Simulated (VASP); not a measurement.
Set up this calculation in VASP 6.6.1, as the native input.

```
Task                   : relaxation of cell and atoms
Functional             : PBEsol
Potentials or basis    : VASP PAW PBE potentials, release 64 (Se)
Cutoff                 : 520 eV
k mesh                 : 6 × 6 × 6
Occupations            : gaussian, width 0.1 eV
Spin                   : no spin polarisation
Target pressure        : 30 GPa
Further INCAR settings : ALGO = Normal; EDIFF = 1e-07; IBRION = 2; EDIFFG = -0.002; NSW = 80; ISIF = 3
Target pressure        : 30 GPa
```

The structure of Se lies in POSCAR:

```
Se                                      
1.0
    2.0675993681      1.1937290923      1.0591306208
   -2.0675993681      1.1937290923      1.0591306208
    0.0000000000     -2.3874581854      1.0591306214
  Se            
     1
Direct
     0.0000000000000000    0.0000000000000000    0.0000000000000000
```

This isn't the form of Se at room conditions, which is trigonal, of chains.

The input as run:

INCAR

```
SYSTEM = Se
  PREC = Accurate
  ENCUT = 520
  EDIFF = 1E-7
  ISMEAR = 0
  SIGMA = 0.1
  LREAL = .FALSE.
  LASPH = .TRUE.
  NELM = 60
  ALGO = Normal
  ISIF = 3
  LWAVE = .FALSE.
  LCHARG = .FALSE.
  GGA = PS
  IBRION = 2
  NSW = 80
  EDIFFG = -0.002
  PSTRESS = 300.0
```

KPOINTS

```
regular mesh
0
G
  6 6 6
  0 0 0
```

Potentials or basis: VASP PAW PBE potentials, release 64 (Se).

The run is started by

```bash
$ cat potpaw_PBE.64/Se/POTCAR > POTCAR
$ mpirun -np 1 vasp_std > vasp.out
```

Results of the run:

| Property | Result |
| --- | --- |
| Relaxed volume | 15.69 Å³/atom |
| Relaxed cell | a = 2.612 Å, b = 2.612 Å, c = 2.612 Å, α = 104.67°, β = 104.67°, γ = 104.67° |
| Space group after relaxing (to 0.05 Å) | R-3m (No. 166) |
| Energy change on relaxing (the enthalpy is what falls) | -0.3 meV/atom |
| Ionic steps | 4 |
| Pressure after relaxing | 30.0 GPa |
| Band gap on the k mesh | none (metal or under the smearing width) |

Caveat: the k mesh is coarse (spacing up to 0.44 Å⁻¹), so the values aren't converged; the cell is relaxed towards a set pressure, so the enthalpy falls and the energy may rise; the PAW data sets were made with another functional, which shifts forces and pressure a little.

Wall time 3.8 s on 1 thread of Intel(R) Xeon(R) 6975P-C (Granite Rapids) (shared host), peak memory 0.12 GiB.
